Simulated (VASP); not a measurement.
Set up this calculation in VASP 6.6.1, as an ASE script.

```yaml
Task: band structure
Functional: rev-vdW-DF2
Potentials_or_basis: VASP PAW PBE potentials, release 64 (In_d)
Cutoff: 520 eV
k_mesh: 10 × 10 × 10
Occupations: gaussian, width 0.05 eV
Spin: no spin polarisation
Further_INCAR_settings: ALGO = Fast; EDIFF = 1.00e-06; NBANDS = 12; ISYM = 0
```

Crystal: In.

```
In
1.0
    -1.88253    1.88253    1.88253
     1.88253   -1.88253    1.88253
     1.88253    1.88253   -1.88253
In
1
Direct
  0.00000 0.00000 0.00000
```

This isn't the form of In at room conditions, which is tetragonal.

These files were run (other wordings do the same):

run.py

```python
from ase import Atoms
from ase.calculators.vasp import Vasp
from ase.dft.bandgap import bandgap

atoms = Atoms(
    ['In'],
    cell=[[-1.88252524, 1.88252524, 1.88252524], [1.88252524, -1.88252524, 1.88252524], [1.88252524, 1.88252524, -1.88252524]],
    scaled_positions=[[0.0, 0.0, 0.0]],
    pbc=True,
)
calc = Vasp(
    directory='calc',
    xc='rev-vdw-df2',
    pp='PBE',
    setups='recommended',
    prec='Accurate',
    encut=520,
    ediff=1e-06,
    ismear=0,
    sigma=0.05,
    lreal=False,
    lasph=True,
    nelm=80,
    algo='Fast',
    isif=2,
    lwave=False,
    lcharg=True,
    kpts=[10, 10, 10],
    gamma=True,
    nbands=12,
)
atoms.calc = calc

print('energy (eV):', atoms.get_potential_energy())
print('free energy (eV):', atoms.get_potential_energy(force_consistent=True))
efermi = calc.get_fermi_level()
print('Fermi level (eV):', efermi)
path = atoms.cell.bandpath(npoints=40, eps=1e-4)
print('path:', path.path)
calc.set(kpts=path.kpts, reciprocal=True, icharg=11, isym=0, lcharg=False)
calc.calculate(atoms)
print('gap on the path (eV):', bandgap(calc, efermi=efermi)[0])
print('direct gap on the path (eV):', bandgap(calc, efermi=efermi, direct=True)[0])
```

Potentials or basis: VASP PAW PBE potentials, release 64 (In_d).

Run with:

```sh
$ python run.py
```

Results of the run:

| Item | Value |
| --- | --- |
| Band gap along the path | none (metal or under the smearing width) |

Caveat: the log is that of the step along the path at fixed density, whose energy, stress, charges and moments have no meaning; spin-orbit coupling is left out, which moves the levels of the heavy elements.

Run time: 53 s on 1 thread of Intel(R) Xeon(R) Platinum 8375C CPU @ 2.90GHz (Ice Lake) (shared host), peak memory 0.26 GiB.
